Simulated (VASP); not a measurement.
Wanted: the native input for a VASP 6.6.1 run.

- Task: single point
- Functional: r2SCAN
- Potentials or basis: VASP PAW PBE potentials, release 64 (Cd, S)
- Cutoff: 520 eV
- k mesh: 9 × 9 × 9
- Occupations: fermi-dirac, width 0.02 eV
- Spin: no spin polarisation
- Dipole correction: no
- Further INCAR settings: ALGO = Normal; EDIFF = 1e-07; NBANDS = 16

CdS:

```xyz
2
Lattice="0.0000 2.7532 2.7532 2.7532 0.0000 2.7532 2.7532 2.7532 0.0000" Properties=species:S:1:pos:R:3 pbc="T T T"
Cd    0.0000    0.0000    0.0000
S     2.7532    2.7532    2.7532
```

Measurements of this composition are mostly on another form, of space group No. 186.

The input as run:

POSCAR

```
CdS
1.0
    0.0000000000      2.7532440000      2.7532440000
    2.7532440000      0.0000000000      2.7532440000
    2.7532440000      2.7532440000      0.0000000000
Cd S
1 1
Direct
    0.0000000000      0.0000000000      0.0000000000
    0.5000000000      0.5000000000      0.5000000000
```

INCAR.step1

```
ALGO = Normal
EDIFF = 1E-4
ENCUT = 520
GGA = PE
ISMEAR = -1
LASPH = T
LCHARG = F
LREAL = F
LWAVE = T
NBANDS = 16
NELM = 100
PREC = Accurate
SIGMA = 0.02
```

INCAR.step2

```
ALGO = Normal
EDIFF = 1E-7
ENCUT = 520
ISIF = 2
ISMEAR = -1
ISTART = 1
LASPH = T
LCHARG = F
LMIXTAU = T
LREAL = F
LWAVE = F
METAGGA = R2SCAN
NBANDS = 16
NELM = 100
PREC = Accurate
SIGMA = 0.02
```

KPOINTS

```
k-points
0
Gamma
  9 9 9
```

Potentials or basis: VASP PAW PBE potentials, release 64 (Cd, S).

Command:

```bash
$ cat potpaw_PBE.64/Cd/POTCAR potpaw_PBE.64/S/POTCAR > POTCAR
$ cp INCAR.step1 INCAR
$ mpirun -np 1 vasp_std > vasp.out
$ cp INCAR.step2 INCAR
$ mpirun -np 1 vasp_std > vasp.out
```

It gave:

* Pressure: -1.8 GPa
* Band gap on the k mesh: 0.89 eV, indirect (least direct gap 2.15 eV)

Caveat: the PAW data sets were made with another functional, which shifts forces and pressure a little; an odd mesh through Γ misses points on the zone boundary, where band edges often lie.

Wall time 2.1 min on 1 thread of Intel(R) Xeon(R) Platinum 8488C (Sapphire Rapids) (shared host), peak memory 0.18 GiB.
